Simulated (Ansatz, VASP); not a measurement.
**SnSe2 in VASP and in Ansatz**

```
CELL_PARAMETERS angstrom
3.81100 0.00000 0.00000
-1.90550 3.30042 0.00000
0.00000 0.00000 6.13600
ATOMIC_POSITIONS crystal
Sn 0.00000 0.00000 0.00000
Se 0.66667 0.33333 0.75100
Se 0.33333 0.66667 0.24900
```

Alike in both runs: functional PBEsol; k mesh 8 × 8 × 5; occupations gaussian, width 0.02 eV; no spin polarisation.

|  | VASP | Ansatz |
| --- | --- | --- |
| version | VASP 6.6.1 | Ansatz 0.2.0 |
| potentials or method | VASP PAW PBE potentials, release 64 (Sn_d, Se) | Ansatz PAW |
| plane-wave cutoff (eV) | 520 | 420 |
| valence electrons in the cell | 26 | 46 |
| task | electron localisation function | single point |

VASP gave:

```
gap on the k mesh at the Fermi level (eV)       : 0.73
least direct gap on the mesh (eV)               : 1.00
pressure (GPa)                                  : 2.6
largest component of the traceless stress (GPa) : 1.23
rms of the force components (eV/Å)              : 0.293
```

**Question.** What did Ansatz give for the same quantities?

**Answer.** gap on the k mesh at the Fermi level (eV): 0.74; least direct gap on the mesh (eV): 1.01; pressure (GPa): 2.5; largest component of the traceless stress (GPa): 1.23; rms of the force components (eV/Å): 0.283.

Atom by atom the forces differ by 0.010 eV/Å (rms over components). With one functional, cell and mesh, what is left measures potentials, basis and numerics. The two sets of potentials don't hold the same shells in valence.

Caveats: spin-orbit coupling is left out, which moves the levels of the heavy elements; this functional lacks dispersion, which binds the layers, so the pressure and a relaxed spacing across them are unreliable; the PAW data sets were made with another functional, which shifts forces and pressure a little (VASP); an odd mesh through Γ misses points on the zone boundary, where band edges often lie (VASP); odd divisions of the mesh miss points on the zone boundary, where band edges often lie, so the gap on the mesh can be too wide (Ansatz); the PAW data sets come from PBE, with cores solved anew for the run's functional, which leaves a small shift of forces and pressure (Ansatz).
